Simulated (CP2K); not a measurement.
Runs of CP2K 2026.2 on Nb. Symmetry: Im-3m, No. 229, cubic system. Conventional cell: a = 3.328 Å, b = 3.328 Å, c = 3.328 Å, α = 90.00°, β = 90.00°, γ = 90.00°. Around Nb (site symmetry m-3m) lie 8 Nb at 2.88 Å. 

```csv
task,level,EPS_DEFAULT,points a segment of the path (NPOINTS),bands added on the path,cutoff of the non-local correlation (Ry),gap on the mesh (eV),pressure (GPa)
single point,PBE,1.0E-9,-,-,-,none,(a)
band structure,LDA,1.0E-10,8,2,-,none,-9.6
single point,LDA,1.0E-9,-,-,-,none,-9.6
single point,rev-vdW-DF2,1.0E-9,-,-,300,none,-3.5
single point,TPSS,1.0E-9,-,-,-,none,-3.1
```

Alike in all rows: potentials or basis POTENTIAL_UZH Nb GTH-PBE-q13; TZVP-MOLOPT-PBE-GTH basis; no spin polarisation; cell as given; k mesh 11 × 11 × 11; smearing fermi-dirac 0.05 eV.

Q: Estimate the missing entries.

A: (a) -1.0.

Caveats: the basis of atomic orbitals isn't converged, which shifts pressures, moduli and gaps; the potentials were made for another functional, which shifts forces and pressure (some runs).

A k mesh can miss the band edges, and the runs leave out spin-orbit coupling on Nb.

A gap of «none» marks a metal or a gap under the smearing width.

Not every run made on this cell is shown here.
